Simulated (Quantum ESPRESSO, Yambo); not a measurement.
# Quasiparticle gap of MgO (Fm-3m) in Yambo, part 2 of 3

Wanted: ground state, empty states, screening and self-energy for MgO (Fm-3m).

Quantum ESPRESSO 7.5 and Yambo 5.3.0; PBE and many-body steps on it, plane waves. Known limits of the many-body steps: not at the basis limit.

So far. Step 2 (Ground state): The gap is direct, at Γ. Step 3 (Bands along the symmetry lines): The gap is 4.895 eV, as in the run before at this level.

## (4) Empty states on the mesh, 6×6×6 mesh, 49 bands

Level of this step: DFT, PBE, plane waves, norm-conserving pseudopotentials (Quantum ESPRESSO).

The sums over transitions need many empty states on a uniform mesh; this step solves for them.

pw.in

```
&control
  calculation = 'nscf'
  prefix = 'x'
  outdir = 'o'
  pseudo_dir = 'pseudo'
/
&system
  ibrav = 0
  nat = 2
  ntyp = 2
  ecutwfc = 76.0
  nbnd = 49
  force_symmorphic = .true.
/
&electrons
  conv_thr = 1e-9
  electron_maxstep = 80
  diago_full_acc = .true.
  diago_thr_init = 5e-6
/
ATOMIC_SPECIES
  Mg 24.305 Mg.upf
  O 15.999 O.upf
CELL_PARAMETERS angstrom
  -0.0000000000 2.0970013927 2.0970013927
  2.0970013927 -0.0000000000 2.0970013927
  2.0970013927 2.0970013927 -0.0000000000
ATOMIC_POSITIONS crystal
  Mg 0.0000000000 0.0000000000 0.0000000000
  O 0.5000000000 0.5000000000 0.5000000000
K_POINTS automatic
  6 6 6 0 0 0
```

Command:

```sh
> OMP_NUM_THREADS=1 mpirun -n 4 pw.x -nk 4 -in pw.in > pw.out
```

The log of the run:

```text
[banner, memory and clock lines left out]
Program PWSCF v.7.5 starts

     Atomic positions and unit cell read from directory:
     o/x.save/

     Message from routine setup:
     using ibrav=0 with symmetry is DISCOURAGED, use correct ibrav instead

     G-vector sticks info

     bravais-lattice index     =            0
     lattice parameter (alat)  =       5.6042  a.u.
     unit-cell volume          =     124.4580 (a.u.)^3
     number of atoms/cell      =            2
     number of atomic types    =            2
     number of electrons       =        16.00
     number of Kohn-Sham states=           49
     kinetic-energy cutoff     =      76.0000  Ry
     charge density cutoff     =     304.0000  Ry
     Exchange-correlation= PBE
                           (   1   4   3   4   0   0   0)

     celldm(1)=   5.604187  celldm(2)=   0.000000  celldm(3)=   0.000000
     celldm(4)=   0.000000  celldm(5)=   0.000000  celldm(6)=   0.000000

     crystal axes: (cart. coord. in units of alat)
               a(1) = (  -0.000000   0.707107   0.707107 )
               a(2) = (   0.707107  -0.000000   0.707107 )
               a(3) = (   0.707107   0.707107  -0.000000 )

     reciprocal axes: (cart. coord. in units 2 pi/alat)
               b(1) = ( -0.707107  0.707107  0.707107 )
               b(2) = (  0.707107 -0.707107  0.707107 )
               b(3) = (  0.707107  0.707107 -0.707107 )
     Pseudo is Norm-conserving, Zval = 10.0
     Generated using ONCVPSP code by D. R. Hamann
     Using radial grid of 1510 points,  4 beta functions with:
     Pseudo is Norm-conserving + core correction, Zval =  6.0
     Generated using ONCVPSP code by D. R. Hamann
     Using radial grid of  936 points,  5 beta functions with:
     Mg               10.00    24.30500     Mg( 1.00)
     O                 6.00    15.99900     O ( 1.00)

     48 Sym. Ops., with inversion, found

   Cartesian axes

     site n.     atom                  positions (alat units)
         1        Mg     tau(   1) = (   0.0000000   0.0000000   0.0000000  )
         2        O      tau(   2) = (   0.7071068   0.7071068   0.7071068  )

     number of k points=    16
                       cart. coord. in units 2pi/alat
        k(    1) = (   0.0000000   0.0000000   0.0000000), wk =   0.0092593
        k(    2) = (   0.1178511   0.1178511  -0.1178511), wk =   0.0740741
        k(    3) = (   0.2357023   0.2357023  -0.2357023), wk =   0.0740741
[...]
[... 4 further rows ...]
        k(   15) = (  -0.1178511  -0.3535534   0.5892557), wk =   0.2222222
        k(   16) = (  -0.7071068   0.2357023   0.0000000), wk =   0.1111111

     Dense  grid:    11113 G-vectors     FFT dimensions: (  32,  32,  32)

     The potential is recalculated from file :
     o/x.save/charge-density

     Starting wfcs are    9 randomized atomic wfcs +   40 random wfcs

     Band Structure Calculation

     End of band structure calculation

          k = 0.0000 0.0000 0.0000 (  1411 PWs)   bands (ev):

   -64.1039 -30.8549 -30.8549 -30.8549  -9.0394   8.2133   8.2133   8.2133
    13.1082  24.2494  24.2494  24.2494  28.0510  30.0888  30.0888  32.7919
    32.7919  32.7919  46.8852  46.8852  46.8852  47.6505  59.3157  59.3157
[...]
92.3242

          k = 0.1179 0.1179-0.1179 (  1399 PWs)   bands (ev):

[...]
94.7408

          k = 0.2357 0.2357-0.2357 (  1399 PWs)   bands (ev):

[...]
73.0514  73.0514  75.5707  77.0798  77.2945  77.2945  81.7828  81.7828
    87.2656  87.4144  87.5204  87.5204  88.0146  88.0146  92.8951  94.1795
    94.1795

          k =-0.3536-0.3536 0.3536 (  1404 PWs)   bands (ev):

     [... further k-points ...]

     highest occupied, lowest unoccupied level (ev):     8.2133   13.1082

     XML data file, pseudopotentials, collected wavefunctions
```

The job ended after 1.9 s (4 MPI ranks of Arm Neoverse V1, shared host; peak memory 0.05 GiB).

This step gave:

* gap: 4.895 eV
* k of the valence top: 0, 0, 0
* k of the conduction bottom: 0, 0, 0
* least direct gap: 4.895 eV
* k points computed: 16
* lowest point of the top converged band, above the valence top: 84.1108 eV

On this mesh the gap is 4.895 eV.

## (5) Conversion and set-up

This step: Yambo 5.3.0; conversion and set-up on PBE, plane waves, norm-conserving pseudopotentials.

The states are converted to the many-body program's format and the q mesh is built.

Command:

```sh
> (cd o/x.save; p2y > p2y.log; mv SAVE ../..); yambo > setup.log
```

The log of the run:

```text
 Yambo, version 5.3.0

 [02] CORE Variables Setup
 =========================

  [02.01] Unit cells
  ==================

  Cell kind             :  FCC
  Atoms in the cell     :  Mg  O
  number of Mg atoms    :  1
  number of O  atoms    :  1

  List of atomic masses
  Mass of Mg    :  24.30500
  Mass of O     :  15.99900

  List of atomic coordinates    : [cc]
  Mg1       :  0.000000  0.000000  0.000000  order 1
  O1       :  3.962758  3.962758  3.962758  order 2

  Alat factors          :  3.962758  3.962758  3.962758 [a.u.]
  Direct lattice volume :  124.4580 [a.u.]
  Direct lattice vectors:  A[ 1 ]  A[ 2 ]  A[ 3 ]
   A[ 1 ]: -0.000000  1.000000  1.000000  [iru]
  -0.000000  3.962758  3.962758  [cc]
   A[ 2 ]:  1.000000 -0.000000  1.000000  [iru]
   3.962758 -0.000000  3.962758  [cc]
   A[ 3 ]:  1.000000  1.000000 -0.000000  [iru]
   3.962758  3.962758 -0.000000  [cc]

  Recip. lattice volume :  1.993044 [a.u.]
  Recip. lattice vectors:  B[ 1 ]  B[ 2 ]  B[ 3 ]
   B[ 1 ]: -0.500000  0.500000  0.500000  [iku]
  -0.792779  0.792779  0.792779  [cc]
   B[ 2 ]:  0.500000 -0.500000  0.500000  [iku]
   0.792779 -0.792779  0.792779  [cc]
   B[ 3 ]:  0.500000  0.500000 -0.500000  [iku]
   0.792779  0.792779 -0.792779  [cc]

  [02.02] Symmetries
  ==================

  Inversion symmetry    : yes
  Spatial inversion     : yes
  Inversion index       :  25
  K-space Time-reversal : no
  Magnetic symmetries   : no
  Group table correct   : yes
  Symmetries units      :  [cc]

   [S  1]:   1.0000      0.15689E-16  0.15689E-16  0.15689E-16   1.0000     -0.15689E-16 -0.15689E-16 -0.15689E-16   1.0000
   [S  2]:  -1.0000     -0.15689E-16  0.15689E-16 -0.15689E-16  -1.0000     -0.15689E-16  0.15689E-16  0.15689E-16   1.0000
   [S  3]:  -1.0000      0.15689E-16 -0.15689E-16 -0.15689E-16   1.0000      0.15689E-16  0.15689E-16 -0.15689E-16  -1.0000
[...]
[... 36 further rows ...]
   [S 47]:  0.15689E-16   1.0000     -0.15689E-16 -0.15689E-16  0.15689E-16  -1.0000       1.0000     -0.15689E-16  0.15689E-16
   [S 48]:  0.15689E-16  -1.0000      0.15689E-16 -0.15689E-16 -0.15689E-16   1.0000       1.0000      0.15689E-16 -0.15689E-16

  [02.03] Reciprocal space
  ========================

  nG shells         :  163
  nG charge         :  11113
  nG WFs            :  1866
  nC WFs            :  1411
  G-vecs. in first 16 shells:  [ Number ]
     1    9   15   27   51   59   65   89  113
   137  169  181  229  259  283  307
  ...
  Shell energy in first 16 shells:  [ mHa ]
    0.00000      942.748      1257.00      2514.00      3456.74      3770.99      5027.99      5970.74      6284.99
    7541.99      8484.74      10056.0      10998.7      11313.0      12570.0      13512.7
  ...

  [02.04] K-grid lattice
  ======================

  Compatible Grid is   : 3D
  Base K vectors       :  K_min[ 1 ]  K_min[ 2 ]  K_min[ 3 ]
[...]
WF components:  1396

  [02.05] Energies & Occupations
  ==============================

  [X] === General ===
  [X] Electronic Temperature                        :  0.000000  0.000000 [eV K]
  [X] Bosonic    Temperature                        :  0.000000  0.000000 [eV K]
  [X] Finite Temperature mode                       : no
  [X] El. density                                   :  0.86755E+24 [cm-3]
  [X] Fermi Level                                   :  8.213328 [eV]

  [X] === Gaps and Widths ===
  [X] Conduction Band Min                           :  4.894827 [eV]
  [X] Valence Band Max                              :  0.000000 [eV]
  [X] Filled Bands                                  :   8
  [X] Empty Bands                                   :    9   49
  [X] Direct Gap                                    :  4.894827 [eV]
  [X] Direct Gap localized at k                     :  1
  [X] Indirect Gap                                  :  4.894827 [eV]
  [X] Indirect Gap between kpts                     :  1  1
  [X] Last valence band width                       :  1.673728 [eV]
  [X] 1st conduction band width                     :  5.802527 [eV]

  E @ K [ 1]:  [eV]
   -72.317      -39.068      -39.068      -39.068      -17.253     -0.87630E-09 -0.49794E-09   0.0000
    4.89483  16.03604  16.03604  16.03604  19.83771  21.87550  21.87550  24.57858
  occ @ K [ 1]
   2.000000  2.000000  2.000000  2.000000  2.000000  2.000000  2.000000  2.000000
[...]
E @ K [ 2]:  [eV]
[...]
occ @ K [ 2]
[...]
E @ K [ 3]:  [eV]
[...]
occ @ K [ 3]
[...]
E @ K [ 8]:  [eV]
[...]
occ @ K [ 8]
[...]
E @ K [ 9]:  [eV]
[...]
occ @ K [ 9]
[...]
E @ K [10]:  [eV]
[...]
occ @ K [10]
[...]
E @ K [11]:  [eV]
[...]
occ @ K [11]
[...]
E @ K [12]:  [eV]
[...]
occ @ K [12]
[...]
E @ K [13]:  [eV]
[...]
occ @ K [13]
[...]
E @ K [14]:  [eV]
[...]
occ @ K [14]
[...]
E @ K [15]:  [eV]
[...]
occ @ K [15]
[...]
E @ K [16]:  [eV]
[...]
occ @ K [16]
   2.000000  2.000000  2.000000  2.000000  2.000000  2.000000  2.000000  2.000000
   0.000000  0.000000  0.000000  0.000000  0.000000  0.000000  0.000000  0.000000

 [03] Transferred momenta grid and indexing
 ==========================================

 IBZ Q-points                                      :  16
 BZ  Q-points                                      :  216

 K/Q-points units:
 rlu = crystal or reduced units; cc = cartesian coordinates; iku = interal k-units

 Q [ 1]         [rlu]:  0.000000  0.000000  0.000000
 Q [ 2]         [rlu]:  0.26641E-17  0.26641E-17  0.16667
 Q [ 3]         [rlu]:  0.53282E-17  0.53282E-17  0.33333
[...]
Q [ 8]         [rlu]:  0.13140E-16  0.16667     -0.33333
 Q [ 9]         [rlu]: -0.33084E-16  0.16667     -0.16667
 Q [10]         [rlu]: -0.18077E-17  0.33333      0.33333
     [... 4 further rows ...]
 Q [15]         [rlu]:  0.166667  0.333333 -0.333333
 Q [16]         [rlu]:  0.166667 -0.500000 -0.333333

  [03.01] X indexes
  =================

   [03.01.01] Sigma indexes
   ========================

 [06] Game Over & Game summary
```

Elapsed: 1.9 s, on 1 MPI rank; peak memory 0.23 GiB.

[end of part 2 of 3]

[Paths, hosts, dates, memory and timing lines, banners, echoed tables and standing remarks are left out of the program output.]

[Logs are printed without paths, hosts, clocks, repeated set-up lines and the standing remarks that a program may print on its own settings, such as how far it seeks lower states.]

[Runs of the session that timed out or met a known fault of the program may be left out.]

[Hosts, paths, dates, database ids (printed as entryN), source tags and the programs' standing remarks are cut or masked in the printed files.]
